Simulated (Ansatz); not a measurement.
Reactions of CH5NOSi, SMILES `N[SiH2]C=O`.

Isolated molecules relaxed with PBE0-D4/def2-TZVP in Ansatz; ΔE leaves out vibrations. CCSD(T)/CBS is the MP2 limit (def2-TZVPP, def2-QZVPP) plus CCSD(T) − MP2 in def2-TZVPP, frozen cores. This one scheme is used for every species. Functionals use def2-TZVPP. Elements past krypton have def2 core potentials. For Br, Ge, Se, Te outer-core shells are correlated without core-valence functions, which leaves a few kJ/mol of doubt a bond. Scalar relativity is left out up to krypton. One conformer a species, not always the lowest.

```
                                                             reaction  ωB97M-V (kJ/mol)  HF/CBS(def2) (kJ/mol)
            `N[SiH2]C=O` + `N[SiH](O)F` → `N[SiH2]O[SiH](N)F` + `C=O`              -139                   -158
          `N[SiH2]C=O` + `O[SiH](O)Br` → `N[SiH](Br)C=O` + `O[SiH2]O`                -1                      0
                   `N[SiH2]C=O` + `ClCCCl` → `N[SiH](C=O)CCl` + `CCl`               -31                    -22
           `N[SiH2]C=O` + `[AlH2][SeH]` → `N[SiH2][AlH][SeH]` + `C=O`                 1                      2
`N[SiH2]C=O` + `FC(F)(F)CC(Cl)Cl` → `N[SiH2]C(Cl)Cl` + `O=CCC(F)(F)F`               -39                    -44
       `N[SiH2]C=O` + `[GeH3][TeH]` → `N[SiH2][TeH]` + `O=[CH][GeH3]`                12                     20
                    `N[SiH2]C=O` + `CC(N)O` → `CC(O)NC=O` + `N[SiH3]`               -57                    -64
                      `N[SiH2]C=O` + `CCOCC` → `CCO[SiH2]N` + `CCC=O`              -187                   -201
```

Task: Give the CCSD(T)/CBS values in the same order. (Best estimate.)

Result: Ansatz gave: -142, -3, -29, -8, -38, 9, -52, -189 kJ/mol.

Largest T1 diagnostic: 0.015, for `C=O`.
